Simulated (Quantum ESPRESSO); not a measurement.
**BaTe: dielectric tensor and Born charges under several settings**

```
Ba Te
1.0
     0.00000    3.41000    3.41000
     3.41000    0.00000    3.41000
     3.41000    3.41000    0.00000
Ba Te
1 1
Direct
  0.00000 0.00000 0.00000
  0.50000 0.50000 0.50000
```

All runs used Quantum ESPRESSO 7.5; k mesh 4 × 4 × 4, shifted; given cell; no spin polarisation; cutoff 1088 eV; occupations smeared at first, fixed for the response.

| level | potentials | pressure (GPa) | ε∞ (diagonal) | Born charge of atom 1 (e) |
| --- | --- | --- | --- | --- |
| LDA | PseudoDojo 0.4.1 SR LDA standard | ? | ? | ? |
| PBE | PseudoDojo 0.4.1 SR PBE standard | 4.0 | 6.38 | 2.57 |
| PBEsol | PseudoDojo 0.4.1 SR PBEsol standard | 2.1 | 6.53 | 2.57 |
| WC | PseudoDojo 0.4.1 SR PBE standard | 2.1 | 6.55 | 2.57 |
| BLYP | PseudoDojo 0.4.1 SR PBE standard | 6.2 | 6.08 | 2.58 |
| AM05 | PseudoDojo 0.4.1 SR PBE standard | 2.7 | 6.42 | 2.59 |

Problem. What stands in the row left open?

Solution. Pressure 0.9 GPa; ε∞ 6.54; Born charge of atom 1 2.58 e.

Caveats: this release of the barium file is off; the potentials were made for another functional, which shifts forces and pressure (some runs); the cell is more than 3 GPa from zero pressure, which shifts response properties (some runs).

For the row left open. Caveat: this release of the barium file is off.
